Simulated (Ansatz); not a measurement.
# Structures of AgCl: which is lowest?

Plane-wave DFT in Ansatz with scalar-relativistic PAW potentials, cutoff 420 eV, Γ-centred meshes chosen by cell and gap, Gaussian smearing with energies taken to zero width. Every cell was relaxed (cell and atoms) in a run of its own, within the symmetry of its start. Functional: PBE.

Relaxed structures (starts from databases or built by putting these elements on another compound's sites):
A. P4/nmm, 4 atoms in the computed cell, a = 3.969 Å, c = 5.612 Å; sites (symmetry × multiplicity) Ag 4mm × 2, Cl 4mm × 2; start: database
B. P4/nmm, 4 atoms in the computed cell, a = 5.307 Å, c = 4.654 Å; sites (symmetry × multiplicity) Ag 4mm × 2, Cl -4m2 × 2; start: built
C. C2/m, 4 atoms in the computed cell, a = 7.818 Å, b = 4.516 Å, c = 5.975 Å, β = 90.1°; sites (symmetry × multiplicity) Ag m × 4, Cl m × 4; start: built
D. P6/mmm, 6 atoms in the computed cell, a = 6.055 Å, c = 4.287 Å; sites (symmetry × multiplicity) Ag mmm × 3, Cl -6m2 × 2 + 6/mmm × 1; start: built
E. Cmcm, 4 atoms in the computed cell, a = 3.786 Å, b = 11.622 Å, c = 3.894 Å; sites (symmetry × multiplicity) Ag m2m × 4, Cl m2m × 4; start: database
F. F-43m, 2 atoms in the computed cell, a = 6.059 Å; sites (symmetry × multiplicity) Ag -43m × 4, Cl -43m × 4; start: built
G. P6_3mc, 4 atoms in the computed cell, a = 4.301 Å, c = 6.948 Å; sites (symmetry × multiplicity) Ag 3m. × 2, Cl 3m. × 2; start: built

**Question.** Rank them by energy. Could pressure change the order?

**Answer.**
```tsv
structure	group	E − E(lowest) (meV/atom)	V (Å³/atom)	gap on mesh (eV)
G	P6_3mc	0.0	27.83	1.31
F	F-43m	1.5	27.80	1.29
C	C2/m	12.5	26.37	1.34
A	P4/nmm	26.4	22.10	0.92
E	Cmcm	60	21.42	0.42
B	P4/nmm	108	32.77	0.58
D	P6/mmm	112	22.69	0.00
```

G and F are level within the 2 meV/atom that separate runs leave open. A is denser by 5.73 Å³/atom, so pressure favours it: ΔE/ΔV, with ΔE in eV and 1 eV/Å³ = 160.2 GPa, gives about 0.7 GPa for equal enthalpy if both cells were rigid, a rough figure since the two compress differently. Other structures may lie lower than all of these, and vibrations aren't counted.

An odd mesh misses points on the zone edge, so a gap read on it can be too wide.